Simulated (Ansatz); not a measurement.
# Computed properties of Ir

```yaml
crystal:
  lattice:
    - [-1.55553, 1.55553, 1.55553]
    - [1.55553, -1.55553, 1.55553]
    - [1.55553, 1.55553, -1.55553]
  atoms:
    - { symbol: Ir, position: [0.00000, 0.00000, 0.00000] }
```

The conventional cell has a = 3.111 Å, b = 3.111 Å, c = 3.111 Å, α = 90.00°, β = 90.00°, γ = 90.00°. Ir (atom 1) is surrounded by 8 Ir at 2.69 Å.

The structure comes from a relaxation in the same program, started in the bcc type, and has space group Im-3m. Whether it is a known phase or the ground state wasn't checked.

Spin polarisation is left out, and whether a magnetic state lies lower isn't shown here.

No spin–orbit coupling, which matters for the heavy atoms here.

These are results of Ansatz 0.2.0, DFT, PBE, all-electron LAPW, scalar-relativistic, not measurements.

Sampling and basis: a Γ-centred 19×19×19 k mesh, Fermi–Dirac smearing of 0.08 eV, basis error target 1 meV/atom, no spin polarisation.

| Property | Result |
| --- | --- |
| Volume per atom | 101.6 bohr³ |
| Pressure at this cell | -0.07 GPa |

Band gap: what does the calculation give?

none: with an odd electron count and no spin polarisation the bands can't all be full, a metal in this set-up (spin order or a larger cell could open a gap).

Predict this quantity. Density of states at the Fermi level (0.2 eV bin).

3.11 states/eV per cell.
